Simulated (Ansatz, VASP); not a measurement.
**Two plane-wave programs on Zn**

```xyz
3
Lattice="4.4809 0.0000 0.0000 -2.2404 3.8805 0.0000 0.0000 0.0000 3.9304" Properties=species:S:1:pos:R:3 pbc="T T T"
Zn    0.0000    2.5870    1.9652
Zn    0.0000    0.0000    0.0000
Zn    2.2404    1.2935    1.9652
```

Alike in both runs: task single point; functional PBE; k mesh 6 × 6 × 6; occupations gaussian, width 0.1 eV; no spin polarisation.

|  | VASP | Ansatz |
| --- | --- | --- |
| version | VASP 6.6.1 | Ansatz 0.2.0 |
| potentials or method | VASP PAW PBE potentials, release 64 (Zn) | scalar-relativistic, plane waves, PAW |
| plane-wave cutoff (eV) | 520 | 420 |
| valence electrons in the cell | 36 | 36 |

```csv
,VASP,Ansatz,Ansatz less VASP
gap on the k mesh at the Fermi level (eV),none,none,-
pressure (GPa),-6.3,-6.4,-0.08
largest component of the traceless stress (GPa),0.71,0.66,-0.051
```

A gap of «none» marks a metal or a gap that the smearing closes. With one functional, cell and mesh, what is left measures potentials, basis and numerics.
